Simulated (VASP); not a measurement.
Set up this calculation in VASP 6.6.1, as the native input.

```yaml
Task: relaxation of cell and atoms
Functional: vdW-DF-cx
Potentials_or_basis: VASP PAW PBE potentials, release 64 (Ru_pv, Al)
Cutoff: 600 eV
k_mesh: 9 × 9 × 9
Occupations: fermi-dirac, width 0.05 eV
Spin: no spin polarisation
Further_INCAR_settings: ALGO = Normal; EDIFF = 1e-06; IBRION = 2; EDIFFG = -0.02; NSW = 40; ISIF = 3
```

The structure of AlRu lies in POSCAR:

```
AlRu
1.0
    2.9916000000      0.0000000000      0.0000000000
    0.0000000000      2.9916000000      0.0000000000
    0.0000000000      0.0000000000      2.9916000000
Ru Al
1 1
Direct
    0.5000000000      0.5000000000      0.5000000000
    0.0000000000      0.0000000000      0.0000000000
```

One way to write it, as run:

INCAR

```
AGGAC = 0.0
ALGO = Normal
EDIFF = 1E-6
EDIFFG = -0.02
ENCUT = 600
GGA = CX
IBRION = 2
ISIF = 3
ISMEAR = -1
LASPH = True
LCHARG = False
LREAL = False
LUSE_VDW = True
LWAVE = False
NELM = 60
NSW = 40
PREC = Accurate
SIGMA = 0.05
```

KPOINTS

```
k-points
0
Gamma
  9 9 9
```

Potentials or basis: VASP PAW PBE potentials, release 64 (Ru_pv, Al).

Command:

```bash
$ cat potpaw_PBE.64/Ru_pv/POTCAR potpaw_PBE.64/Al/POTCAR > POTCAR
$ mpirun -np 1 vasp_std > vasp.out
```

It gave:

| Quantity | Value |
| --- | --- |
| Relaxed volume | 13.27 Å³/atom |
| Relaxed cell | a = 2.983 Å, b = 2.983 Å, c = 2.983 Å, α = 90.00°, β = 90.00°, γ = 90.00° |
| Space group after relaxing (to 0.05 Å) | Pm-3m (No. 221) |
| Energy gained by relaxing | 0.7 meV/atom |
| Ionic steps | 3 |
| Pressure after relaxing | 0.0 GPa |
| Band gap on the k mesh | none (metal or under the smearing width) |

Caveat: the PAW data sets were made with another functional, which shifts forces and pressure a little.

It took 37 s on 1 thread of Intel(R) Xeon(R) 6975P-C (Granite Rapids), with other jobs on the host, peak memory 0.26 GiB.
